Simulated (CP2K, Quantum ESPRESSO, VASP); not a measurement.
# Ge: equilibrium volume by level of theory

Symmetry: Cmcm, No. 63, orthorhombic system. The conventional cell has a = 2.976 Å, b = 5.189 Å, c = 4.728 Å, α = 90.00°, β = 90.00°, γ = 90.00°. Ge (site symmetry m2m) is surrounded by 12 Ge at 2.92 to 2.99 Å.

This isn't the form of Ge at room conditions, which is diamond.

```csv
rung,level,program and potentials,cutoff (eV),k mesh,smearing,equilibrium volume (Å³/atom),notes
LDA,LDA,"CP2K, GTH_POTENTIALS Ge GTH-PADE-q4; TZVP-MOLOPT-PBE-GTH basis",-,8 × 8 × 5,fermi-dirac 0.01,17.79,atomic basis; 4 valence electrons an atom on average
LDA,LDA,"VASP, LDA PAW files Ge_d, 600 eV",600,8 × 8 × 6,fermi-dirac 0.05,17.96,14 valence electrons an atom on average
GGA,PBEsol,"Quantum ESPRESSO, GBRV 1.5 PBEsol",612,8 × 8 × 5,fermi-dirac 0.05,18.27,14 valence electrons an atom on average
GGA + dispersion,PBEsol+D3(zero damping),"Quantum ESPRESSO, GBRV 1.5 PBEsol",612,8 × 8 × 5,fermi-dirac 0.05,17.99,14 valence electrons an atom on average
```

Task: relaxation of cell and atoms. All rows: no spin polarisation. Smearing widths are in eV. For a metal such meshes aren't converged. Meshes differ between rows, which moves values too. Meshes are those of the run's cell of 2 atoms unless a note names another. Relaxations start from the cell shown or near it and stop with a little pressure left. Runs on faulty files, with rough fits or with known faults for this quantity aren't shown. PBE isn't shown for this crystal. No row holds spin-orbit coupling.

By rung: LDA 17.96; GGA 18.27; GGA + dispersion 17.99; LDA in atomic bases 17.79 (Å³/atom).
